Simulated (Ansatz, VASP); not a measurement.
## Ir in VASP and in Ansatz

```
Ir
1.0
     0.00000    1.92608    1.92608
     1.92608    0.00000    1.92608
     1.92608    1.92608    0.00000
Ir
1
Direct
  0.00000 0.00000 0.00000
```

Change from the starting cell: volume scaled by 1.01, PAW files.

Alike in both runs: task electric field gradients; functional PBE; k mesh 15 × 15 × 15; occupations fermi-dirac, width 0.05 eV; no spin polarisation.

```csv
,VASP,Ansatz
version,VASP 6.6.1,Ansatz 0.2.0
potentials or method,"VASP PAW PBE potentials, release 64 (Ir)","PAW with Ansatz's default frozen-core files, scalar-relativistic"
plane-wave cutoff (eV),520,420
valence electrons in the cell,9,17
```

|  | VASP | Ansatz | Ansatz less VASP |
| --- | --- | --- | --- |
| pressure (GPa) | 5.7 | 5.1 | -0.56 |
| Vzz of the field gradient on the site that differs most (V/Å²) | 0.0 | 0.0 | 0.00 |

The two sets of potentials don't hold the same shells in valence. Ansatz warned: «gradients_without_spin_orbit».

Spin-orbit coupling is left out, which matters for the levels of Ir.
